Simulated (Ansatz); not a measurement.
Runs of Ansatz 0.2.0 on TiSi2. Symmetry: Fddd, No. 70, orthorhombic system. The conventional cell has a = 4.779 Å, b = 8.235 Å, c = 8.526 Å, α = 90.00°, β = 90.00°, γ = 90.00°. Around Ti (site symmetry 222) lie 10 Si at 2.55 to 2.78 Å. Si (site symmetry 2) is surrounded by 5 Si at 2.52 to 2.79 Å and 5 Ti at 2.55 to 2.78 Å. The cell is a database's computed one.

| task | level | cell | k mesh | cutoff (eV) | smearing | points for each segment of the path | gap on the mesh (eV) | pressure (GPa) | relaxed volume (Å³/atom) | largest force (eV/Å) |
| --- | --- | --- | --- | --- | --- | --- | --- | --- | --- | --- |
| relaxation of cell and atoms | RPBE | relaxed | 7 × 7 × 7 | 420 | fermi-dirac 0.05 eV | - | none | 0.0 | 14.43 | - |
| single point | PBE | as given | 7 × 7 × 7 | 420 | gaussian 0.014 eV | - | none | 2.1 | - | 0.01 |
| single point | PBE | as given | 7 × 7 × 7 | 420 | gaussian 0.013 eV | - | none | 2.1 | - | 0.01 |
| band structure | RPBE | as given | 7 × 7 × 7 | 420 | fermi-dirac 0.05 eV | 14 | none | 4.7 | - | 0.01 |
| single point | PBE | as given | 7 × 7 × 7 | 420 | gaussian 0.012 eV | - | none | 2.1 | - | 0.01 |
| band structure | revPBE | as given | 7 × 7 × 7 | 420 | fermi-dirac 0.05 eV | 14 | none | 4.0 | - | 0.01 |
| relaxation of cell and atoms | BLYP | relaxed | 5 × 5 × 5 | 420 | fermi-dirac 0.05 eV | - | none | 0.0 | (b) | - |
| band structure | r2SCAN | as given | 7 × 7 × 7 | 500 | fermi-dirac 0.05 eV | 14 | none | -0.2 | - | 0.02 |
| relaxation of cell and atoms | PBE+D3(BJ) | relaxed | 7 × 7 × 7 | 420 | fermi-dirac 0.05 eV | - | none | 0.0 | (c) | - |
| relaxation of cell and atoms | RPBE | relaxed | 5 × 5 × 5 | 420 | fermi-dirac 0.05 eV | - | none | 0.0 | 14.43 | - |
| relaxation of cell and atoms | PBEsol+D3(BJ) | relaxed | 7 × 7 × 7 | 420 | fermi-dirac 0.05 eV | - | none | 0.0 | 13.26 | 0.01 |
| relaxation of cell and atoms | revPBE | relaxed | 5 × 5 × 5 | 420 | fermi-dirac 0.05 eV | - | none | 0.0 | (a) | - |

Alike in all rows: potentials or basis Ansatz PAW; no spin polarisation.

Fill in the values left out.

(a) 14.36; (b) 14.96; (c) 13.56.

Caveats: the PAW data sets come from PBE, with cores solved anew for the run's functional, which leaves a small shift of forces and pressure (some runs); the plane-wave basis is chosen anew once the cell has moved, so the energies of steps on either side of that aren't comparable (some runs); pairwise dispersion overbinds metals, which lowers pressure and volume (some runs).

A gap of «none» marks a metal or a gap under the smearing width.
